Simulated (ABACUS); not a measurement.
# I under changes of volume

One of the cells (44.806 Å³/atom); the others are scaled copies at fixed shape and fractional positions:

```
I
1.0
     2.53835   -3.70662    0.00000
     2.53835    3.70662    0.00000
    -1.62087    0.00000    2.38110
I
1
Direct
  0.50000 0.50000 0.50000
```

```yaml
Program: ABACUS 3.10.1
Functional: PBE
Potentials_or_basis: PseudoDojo NC SR 0.4.1 PBE standard
Cutoff: 1361 eV
Density_cutoff: 5442 eV
Basis: DZP LCAO (the cutoffs set its grid)
k_mesh: 7 × 7 × 11
Occupations: fermi-dirac, width 0.05 eV
Spin: no spin polarisation
```

```tsv
volume (Å³/atom)	energy over the lowest point (meV/atom)	pressure (GPa)
42.118	?	?
43.014	49.54	3.3
43.910	33.52	2.6
44.806	20.95	2.1
45.702	11.40	1.6
46.598	4.53	1.1
47.494	0.00	0.7
```

**Question.** What does the run at 42.118 Å³/atom give?

**Answer.** Energy over the lowest point 69.44 meV/atom; pressure 4.0 GPa.

Worked out: A Birch-Murnaghan fit of order 3 (a polynomial in V^(-2/3)) to the other rows has no minimum within the range. It gives 69.47 meV/atom at 42.118 Å³/atom, against the run's 69.44, and -dE/dV = 3.9 GPa, against 4.0.

Energies are extrapolated to zero smearing.

Caveats: the atomic orbitals were generated for these runs and aren't a published set; the basis of atomic orbitals isn't converged, which shifts pressures, moduli and gaps; an odd number of electrons without spin polarisation forces a metal; a magnetic or distorted state may lie lower.
